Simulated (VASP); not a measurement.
A run of VASP 6.6.1 is set up as follows.

The input INCAR:

```
  PREC = Accurate
  ENCUT = 300
  EDIFF = 1E-7
  ISMEAR = 0
  SIGMA = 0.03
  LREAL = F
  LASPH = T
  NELM = 80
  ALGO = Normal
  ISIF = 2
  LWAVE = F
  LCHARG = F
  GGA = PE
  IBRION = 2
  NSW = 40
  EDIFFG = -0.01
```

The input KPOINTS:

```
regular mesh
0
Gamma
  4 4 4
```

The input POSCAR:

```
InP                                     
1.0
    0.0000000000      3.0005060191      3.0005060191
    3.0005060191      0.0000000000      3.0005060191
    3.0005060191      3.0005060191      0.0000000000
  In              P             
     1     1
Direct
     0.0000000000000000    0.0000000000000000    0.0000000000000000
     0.2500000000000000    0.2500000000000000    0.2500000000000000
```

Potentials or basis: VASP PAW PBE potentials, release 64 (In, P).

Launch:

```bash
$ cat potpaw_PBE.64/In/POTCAR potpaw_PBE.64/P/POTCAR > POTCAR
$ mpirun -np 1 vasp_std > vasp.out
```

Task: What does it give for the band gap on the k mesh?

Result: 0.36 eV, direct.

Final structure:
```xyz
2
Lattice="0.0000 3.0005 3.0005 3.0005 0.0000 3.0005 3.0005 3.0005 0.0000" Properties=species:S:1:pos:R:3 pbc="T T T"
In    0.0000    0.0000    0.0000
P     1.5003    1.5003    1.5003
```

Caveat: the k mesh is coarse (spacing up to 0.45 Å⁻¹), so the values aren't converged; the relaxation stopped at its first step, so nothing moved; spin-orbit coupling is left out, which moves the levels of the heavy elements. A hybrid or GW would open this gap; PBE tends to underestimate it.
